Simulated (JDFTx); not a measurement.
# InAs (F-43m) in JDFTx: single point with r2SCAN

Aim: the single point of InAs with r2SCAN.

Program: JDFTx 1.7.0 (patched build). These are calculated values, not measurements. Logs are shortened: lines on timing, memory, paths and dates and some standing lists are left out, and cuts for length are marked. The log counts tension as positive stress, the text compression.

**What was measured.**

A printed reference work, data compilation reports, for a bulk crystal of InAs at 4.2 K: band gap 0.418 eV (direct).

The runs below are set against these values where they give the same quantity.

### 1 The structure

The structure is cubic, space group F-43m (No. 216). The conventional cell has a = 6.036 Å, b = 6.036 Å, c = 6.036 Å, α = 90.00°, β = 90.00°, γ = 90.00°. Around In (site symmetry -43m) lie 4 As at 2.61 Å. Around As (site symmetry -43m) lie 4 In at 2.61 Å.

### 2 Single point, r2SCAN

Input file InAs.in:

```
include InAs.lattice
coords-type Lattice
include InAs.ionpos

ion-species pseudo/In.upf
ion-species pseudo/As.upf
elec-cutoff 40 320
elec-ex-corr mgga-x-r2scan mgga-c-r2scan
kpoint-folding 6 6 6
elec-smearing Fermi 0.0018374661
elec-n-bands 15
electronic-SCF nIterations 100 energyDiffThreshold 1e-09
electronic-minimize nIterations 30 energyDiffThreshold 1e-7
converge-empty-states yes
forces-output-coords Cartesian

dump-name run.$VAR
dump End Ecomponents EigStats BandEigs Kpoints Forces Stress ElecDensity KEdensity
```

Input file InAs.lattice:

```
lattice \
    0.0000000000     5.7031934441     5.7031934441 \
    5.7031934441     0.0000000000     5.7031934441 \
    5.7031934441     5.7031934441     0.0000000000
```

Input file InAs.ionpos:

```
ion In     0.0000000000     0.0000000000     0.0000000000 1
ion As     0.7500000000     0.7500000000     0.7500000000 1
```

Potentials or basis: SG15-PBE-1.2.

Started as:

```console
$ jdftx -c 1 -i InAs.in -o InAs.out
```

Log:

```text
*************** JDFTx 1.7.0 (patched build) ***************

Input parsed successfully to the following command list (including defaults):
[... the input with its defaults ...]

---------- Setting up symmetries ----------

Found 48 point-group symmetries of the bravais lattice
Found 24 space-group symmetries with basis
Applied RMS atom displacement 0 bohrs to make symmetries exact.

---------- Initializing the Grid ----------
R =
[            0      5.70319      5.70319  ]
[      5.70319            0      5.70319  ]
[      5.70319      5.70319            0  ]
unit cell volume = 371.009
G =
[  -0.550848   0.550848   0.550848  ]
[   0.550848  -0.550848   0.550848  ]
[   0.550848   0.550848  -0.550848  ]
Minimum fftbox size, Smin = [  68  68  68  ]
Chosen fftbox size, S = [  70  70  70  ]

---------- Initializing tighter grid for wavefunction operations ----------
R =
[            0      5.70319      5.70319  ]
[      5.70319            0      5.70319  ]
[      5.70319      5.70319            0  ]
unit cell volume = 371.009
G =
[  -0.550848   0.550848   0.550848  ]
[   0.550848  -0.550848   0.550848  ]
[   0.550848   0.550848  -0.550848  ]
Minimum fftbox size, Smin = [  48  48  48  ]
Chosen fftbox size, S = [  48  48  48  ]

---------- Exchange Correlation functional ----------
Initialized LibXC exchange functional 'Re-regularized SCAN exchange by Furness et al'
Initialized LibXC correlation functional 'Re-regularized SCAN correlation by Furness et al'

---------- Setting up pseudopotentials ----------
Width of ionic core gaussian charges (only for fluid interactions / plotting) set to 0

Reading pseudopotential file 'pseudo/In.upf':
  'In' pseudopotential, 'PBE' functional
  Generated using ONCVPSP code by D. R. Hamann
  13 valence electrons, 0 orbitals, 6 projectors, 602 radial grid points, with lMax = 2
  Core radius for overlap checks: 2.64 bohrs.

Reading pseudopotential file 'pseudo/As.upf':
  'As' pseudopotential, 'PBE' functional
  Generated using ONCVPSP code by D. R. Hamann
  5 valence electrons, 0 orbitals, 6 projectors, 602 radial grid points, with lMax = 2
  Core radius for overlap checks: 2.53 bohrs.

Initialized 2 species with 2 total atoms.

Folded 1 k-points by 6x6x6 to 216 k-points.

---------- Setting up k-points, bands, fillings ----------
Adding inversion symmetry to k-mesh for non-inversion-symmetric unit cell.
Reduced to 16 k-points under symmetry.
Computing the number of bands and number of electrons
Calculating initial fillings.
nElectrons:  18.000000   nBands: 15   nStates: 16

----- Setting up reduced wavefunction bases (one per k-point) -----
average nbasis = 4484.856 , ideal nbasis = 4482.995

---------- Setting up ewald sum ----------
Optimum gaussian width for ewald sums = 2.590292 bohr.
Real space sum over 1331 unit cells with max indices [  5  5  5  ]
Reciprocal space sum over 2197 terms with max indices [  6  6  6  ]

---------- Allocating electronic variables ----------
Initializing wave functions:  (No orbitals for LCAO)  bandwidth-limited random numbers

Setting the auxilliary hamiltonian equal to the subspace hamiltonian.

-------- Electronic minimization -----------
Will mix electronic and kinetic density at each iteration.
	FillingsUpdate:  mu: +0.781321259  nElectrons: 18.000000
	FillingsUpdate:  mu: -0.639459949  nElectrons: 18.000000
SCF: Cycle:  0   F: -45.900275911054358   dF: -1.108e+01   |Residual|: 3.944e+00   |deigs|: 1.220e+00
	FillingsUpdate:  mu: -0.292761244  nElectrons: 18.000000
SCF: Cycle:  1   F: -49.709117982831764   dF: -3.809e+00   |Residual|: 9.239e+00   |deigs|: 2.589e-01
	FillingsUpdate:  mu: -0.497877286  nElectrons: 18.000000
SCF: Cycle:  2   F: -43.874811502081442   dF: +5.834e+00   |Residual|: 1.388e+01   |deigs|: 3.322e-01
	FillingsUpdate:  mu: +0.096863749  nElectrons: 18.000000
SCF: Cycle:  3   F: -57.955254778147804   dF: -1.408e+01   |Residual|: 3.938e+00   |deigs|: 1.116e+00
	FillingsUpdate:  mu: +0.212740882  nElectrons: 18.000000
SCF: Cycle:  4   F: -57.849134280010780   dF: +1.061e-01   |Residual|: 1.519e+00   |deigs|: 2.945e-01
	FillingsUpdate:  mu: +0.231046190  nElectrons: 18.000000
SCF: Cycle:  5   F: -58.148283591810440   dF: -2.991e-01   |Residual|: 1.116e+00   |deigs|: 6.167e-02
	FillingsUpdate:  mu: +0.277712254  nElectrons: 18.000000
SCF: Cycle:  6   F: -58.247808327834690   dF: -9.952e-02   |Residual|: 4.840e-01   |deigs|: 2.636e-02
	FillingsUpdate:  mu: +0.263095069  nElectrons: 18.000000
SCF: Cycle:  7   F: -58.255648533311067   dF: -7.840e-03   |Residual|: 1.981e-01   |deigs|: 1.856e-02
	FillingsUpdate:  mu: +0.265295899  nElectrons: 18.000000
SCF: Cycle:  8   F: -58.254998545729997   dF: +6.500e-04   |Residual|: 2.159e-01   |deigs|: 1.440e-02
	FillingsUpdate:  mu: +0.264534236  nElectrons: 18.000000
SCF: Cycle:  9   F: -58.256178001915700   dF: -1.179e-03   |Residual|: 5.319e-02   |deigs|: 7.435e-03
	FillingsUpdate:  mu: +0.262701341  nElectrons: 18.000000
SCF: Cycle: 10   F: -58.256346869439881   dF: -1.689e-04   |Residual|: 5.627e-02   |deigs|: 3.018e-03
	FillingsUpdate:  mu: +0.261967245  nElectrons: 18.000000
SCF: Cycle: 11   F: -58.256406981449523   dF: -6.011e-05   |Residual|: 1.638e-02   |deigs|: 2.447e-03
	FillingsUpdate:  mu: +0.261838978  nElectrons: 18.000000
SCF: Cycle: 12   F: -58.256418992219281   dF: -1.201e-05   |Residual|: 9.987e-03   |deigs|: 1.336e-04
	FillingsUpdate:  mu: +0.261529980  nElectrons: 18.000000
SCF: Cycle: 13   F: -58.256426482582377   dF: -7.490e-06   |Residual|: 4.989e-03   |deigs|: 2.013e-04
	FillingsUpdate:  mu: +0.261352240  nElectrons: 18.000000
SCF: Cycle: 14   F: -58.256428579882588   dF: -2.097e-06   |Residual|: 5.381e-04   |deigs|: 1.268e-04
	FillingsUpdate:  mu: +0.261354121  nElectrons: 18.000000
SCF: Cycle: 15   F: -58.256429322876173   dF: -7.430e-07   |Residual|: 3.712e-04   |deigs|: 4.078e-05
	FillingsUpdate:  mu: +0.261357764  nElectrons: 18.000000
SCF: Cycle: 16   F: -58.256429862147975   dF: -5.393e-07   |Residual|: 3.639e-04   |deigs|: 3.507e-05
	FillingsUpdate:  mu: +0.261357893  nElectrons: 18.000000
SCF: Cycle: 17   F: -58.256430033779324   dF: -1.716e-07   |Residual|: 3.019e-04   |deigs|: 2.043e-05
	FillingsUpdate:  mu: +0.261356700  nElectrons: 18.000000
SCF: Cycle: 18   F: -58.256430164859232   dF: -1.311e-07   |Residual|: 3.347e-04   |deigs|: 2.025e-05
	FillingsUpdate:  mu: +0.261361130  nElectrons: 18.000000
SCF: Cycle: 19   F: -58.256430192876124   dF: -2.802e-08   |Residual|: 3.134e-04   |deigs|: 1.237e-05
	FillingsUpdate:  mu: +0.261356252  nElectrons: 18.000000
SCF: Cycle: 20   F: -58.256430215154197   dF: -2.228e-08   |Residual|: 8.230e-05   |deigs|: 3.229e-05
	FillingsUpdate:  mu: +0.261350509  nElectrons: 18.000000
SCF: Cycle: 21   F: -58.256430220638308   dF: -5.484e-09   |Residual|: 8.385e-05   |deigs|: 1.458e-05
	FillingsUpdate:  mu: +0.261349337  nElectrons: 18.000000
SCF: Cycle: 22   F: -58.256430225494746   dF: -4.856e-09   |Residual|: 3.271e-05   |deigs|: 1.218e-05
	FillingsUpdate:  mu: +0.261349581  nElectrons: 18.000000
SCF: Cycle: 23   F: -58.256430226631636   dF: -1.137e-09   |Residual|: 1.332e-05   |deigs|: 6.245e-06
	FillingsUpdate:  mu: +0.261349504  nElectrons: 18.000000
SCF: Cycle: 24   F: -58.256430227423571   dF: -7.919e-10   |Residual|: 2.513e-05   |deigs|: 7.189e-06
	FillingsUpdate:  mu: +0.261349605  nElectrons: 18.000000
SCF: Cycle: 25   F: -58.256430227683182   dF: -2.596e-10   |Residual|: 1.216e-05   |deigs|: 5.737e-06
SCF: Converged (|Delta E|<1.000000e-09 for 2 iters).

Setting wave functions to eigenvectors of Hamiltonian
Converging empty states (this may take a while): |deigs|: 2.658e-05

# Stress tensor in Cartesian coordinates [Eh/a0^3]:
[ -6.21988e-05            0            0  ]
[            0 -6.21988e-05            0  ]
[            0            0 -6.21988e-05  ]

# Ionic positions in lattice coordinates:
ion In   0.000000000000000   0.000000000000000   0.000000000000000 1
ion As   0.750000000000000   0.750000000000000   0.750000000000000 1

# Forces in Cartesian coordinates:
force In  -0.000000000000000   0.000000000000000   0.000000000000000 1
force As   0.000000000000000  -0.000000000000000   0.000000000000000 1

# Energy components:
   Eewald =      -43.5595832502284495
       EH =       15.7032005824174146
     Eloc =      -46.8048906645073046
      Enl =      -10.0205195017834860
      Exc =       -8.1956727973609063
       KE =       34.6210696923572456
-------------------------------------
     Etot =      -58.2563959391054667
       TS =        0.0000342885777175
-------------------------------------
        F =      -58.2564302276831825

IonicMinimize: Iter:   0  F: -58.256430227683182  |grad|_K:  6.748e-36
IonicMinimize: Converged (|grad|_K<1.000000e-04).

Dumping 'run.eigStats' ...
	eMin: -0.276310 at state 12 ( [ +0.000000 +0.500000 +0.500000 ] spin 0 )
	HOMO: +0.260032 at state 0 ( [ +0.000000 +0.000000 +0.000000 ] spin 0 )
	mu  : +0.261350
	LUMO: +0.296198 at state 3 ( [ +0.000000 +0.000000 +0.500000 ] spin 0 )
	eMax: +0.711771 at state 12 ( [ +0.000000 +0.500000 +0.500000 ] spin 0 )
	HOMO-LUMO gap: +0.036166
	Optical gap  : +0.060212 at state 1 ( [ +0.000000 +0.000000 +0.166667 ] spin 0 )
Done!
[note: the HOMO, LUMO and gaps printed at the end count levels as full or empty at half filling, so they show a gap where a level is partly filled]
```

It took 6.1 min on 1 thread of Arm Neoverse V1, shared host; peak memory 0.25 GiB.

Results:

| Item | Value |
| --- | --- |
| Free energy | -1585.2382 eV |
| Pressure | 1.8 GPa |
| Band gap on the k mesh | none (metal or under the smearing width) |

Levels at points of the mesh, in eV from the Fermi level:
| k point | band 5 | band 6 | band 7 | band 8 | band 9 | band 10 | band 11 | band 12 | band 13 | band 14 |
| --- | --- | --- | --- | --- | --- | --- | --- | --- | --- | --- |
| (0.00, 0.00, 0.00) | -14.21 | -12.59 | -0.24 | -0.04 | -0.04 | -0.04 | 4.02 | 4.02 | 4.02 | 7.74 |
| (0.00, 0.00, 0.50) | -14.20 | -10.95 | -6.17 | -1.12 | -1.12 | 0.95 | 4.91 | 4.91 | 7.28 | 9.50 |
| (0.00, 0.50, 0.50) | -14.18 | -10.37 | -6.29 | -2.53 | -2.53 | 1.71 | 2.12 | 9.73 | 9.75 | 9.75 |

Caveat: the potentials were made for another functional, which shifts forces and pressure; this crystal is a semiconductor, whose small gap the functional closes, so the metal is an error of the method.

### 3 How close it comes

Step 2. Measured gap of InAs: 0.418 eV (direct; 4.2 K; a printed reference work, data compilation). This calculation gives 0.00 eV (-0.42 eV). Spin-orbit coupling on As, In is left out. The value is that of r2SCAN on a finite k mesh, which can miss the band edges, without temperature or zero-point motion.
